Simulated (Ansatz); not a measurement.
The system is V.

```
V
1.0
    -1.51435    1.51435    1.51435
     1.51435   -1.51435    1.51435
     1.51435    1.51435   -1.51435
V
1
Direct
  0.00000 0.00000 0.00000
```

- Program: Ansatz 0.2.0
- Task: relaxation of cell and atoms
- Functional: PBEsol
- Potentials or basis: Ansatz PAW
- Cutoff: 420 eV (not typed: the program's choice for these potentials)
- k mesh: 12 × 12 × 12
- Occupations: fermi-dirac, width 0.05 eV
- Spin: collinear spin, ferromagnetic start
- Starting moments: [2.0] μB

At the start: volume 13.89 Å³/atom.

Task: How do energy, volume and symmetry change on relaxing?

Result: It ends after 5 steps and the volume is 12.94 Å³/atom (-6.8 %); space group Im-3m (No. 229, to 0.05 Å); moment 0.00 μB per cell.

Step by step:
| step | energy change (eV) | largest force (eV/Å) | volume (Å³) |
| --- | --- | --- | --- |
| 1 | 0.0000 | 0.0000 | 13.89 |
| 2 | -0.0370 | 0.0000 | 12.80 |
| 3 | -0.0380 | 0.0000 | 12.95 |
| 4 | -0.0380 | 0.0000 | 12.94 |
| 5 | -0.0376 | 0.0000 | 12.94 |

Final structure:
```
CELL_PARAMETERS angstrom
-1.47901 1.47901 1.47901
1.47901 -1.47901 1.47901
1.47901 1.47901 -1.47901
ATOMIC_POSITIONS crystal
V 0.00000 0.00000 0.00000
```

Caveat: the plane-wave basis is chosen anew once the cell has moved, so the energies of steps on either side of that aren't comparable; the PAW data sets come from PBE, with cores solved anew for the run's functional, which leaves a small shift of forces and pressure; the starting moments weren't kept.
